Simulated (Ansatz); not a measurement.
Runs of Ansatz 0.2.0 on Ti. The structure is hexagonal, space group P6/mmm (No. 191). The conventional cell has a = 4.567 Å, b = 4.567 Å, c = 2.826 Å, α = 90.00°, β = 90.00°, γ = 120.00°. Ti (site symmetry -6m2) has 11 Ti at 2.64 to 2.99 Å as nearest neighbours. Around Ti (site symmetry 6/mmm) lie 14 Ti at 2.83 to 2.99 Å. This isn't the form of Ti at room conditions, which is hcp.

```tsv
task	level	cell	k mesh	atoms under strain	points for each segment of the path	gap on the mesh (eV)	pressure (GPa)	relaxed volume (Å³/atom)
relaxation of the atoms	PBE	atoms relaxed from: strained by -4 %	7 × 7 × 9	-	-	none	11.5	-
relaxation of cell and atoms	BLYP	relaxed	7 × 7 × 9	-	-	none	0.0	17.54
relaxation of the atoms	PBE	atoms relaxed from: strained by -2 %	7 × 7 × 9	-	-	none	5.7	-
relaxation of cell and atoms	revPBE	relaxed	7 × 7 × 9	-	-	none	0.0	17.51
elastic constants	LDA	as given	5 × 5 × 7	relaxed	-	none	(a)	-
band structure	BLYP	as given	7 × 7 × 9	-	14	none	3.4	-
relaxation of the atoms	PBE	atoms relaxed from: strained by -1 %	7 × 7 × 9	-	-	none	3.2	-
```

Alike in all rows: potentials or basis Ansatz PAW; no spin polarisation; cutoff (eV) 420; smearing fermi-dirac 0.05 eV.

Estimate the missing entries.

(a) -8.0.

Caveats: the PAW data sets come from PBE, with cores solved anew for the run's functional, which leaves a small shift of forces and pressure (some runs); the relaxation stopped at its first step, so nothing moved (some runs); the thresholds are loose for stress (some runs); the plane-wave basis is chosen anew once the cell has moved, so the energies of steps on either side of that aren't comparable (some runs); the cell is more than 3 GPa from zero pressure, which shifts response properties (some runs); elastic constants of metals need much finer meshes, so these are rough (some runs).

A gap of «none» marks a metal or a gap under the smearing width.
